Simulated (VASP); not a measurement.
# SnSe: relaxation of the atoms with PBEsol

The system is SnSe.

```
CELL_PARAMETERS angstrom
3.55809 0.00000 0.00000
0.00000 3.55809 0.00000
0.00000 0.00000 3.55809
ATOMIC_POSITIONS crystal
Sn 0.50000 0.50000 0.50000
Se 0.00000 0.00000 0.00000
```

Measurements of this composition are mostly on another form, of space group No. 62.

The cell isn't the ideal one: a relaxed cell with its volume scaled by 0.96.

```yaml
Program: VASP 6.6.1
Task: relaxation of the atoms
Functional: PBEsol
Potentials_or_basis: VASP PAW PBE potentials, release 64 (Sn_d, Se)
Cutoff: 600 eV
k_mesh: 8 × 8 × 8
Occupations: gaussian, width 0.03 eV
Spin: no spin polarisation
Further_INCAR_settings: ALGO = Fast; EDIFF = 1e-07; IBRION = 2; EDIFFG = -0.01; NSW = 40
```

```
Pressure after relaxing : 2.8 GPa
Band gap on the k mesh  : none (metal or under the smearing width)
```

Final structure:
```xyz
2
Lattice="3.5581 0.0000 0.0000 0.0000 3.5581 0.0000 0.0000 0.0000 3.5581" Properties=species:S:1:pos:R:3 pbc="T T T"
Sn    1.7790    1.7790    1.7790
Se    0.0000    0.0000    0.0000
```

Levels at points of the mesh, in eV from the Fermi level:
```
           k point  band 6  band 7  band 8  band 9  band 10  band 11  band 12  band 13  band 14
(0.00, 0.00, 0.00)  -14.42   -5.51   -2.15   -2.15    -2.15     4.13     4.13     6.76     6.76
(0.50, 0.00, 0.00)  -13.18   -8.96   -0.68   -0.68    -0.04     0.77     3.21     3.21     6.10
(0.50, 0.50, 0.00)  -12.28   -6.22   -5.66   -5.66    -0.21     4.43     4.43     5.19     6.58
(0.50, 0.50, 0.50)  -11.80   -4.28   -3.43   -3.43    -3.43    -1.45    -1.45    -1.45    15.03
```

It took 15 s on 1 thread of Intel(R) Xeon(R) Platinum 8488C (Sapphire Rapids) (shared host), peak memory 0.17 GiB.

Caveat: the relaxation stopped at its first step, so nothing moved; the PAW data sets were made with another functional, which shifts forces and pressure a little.
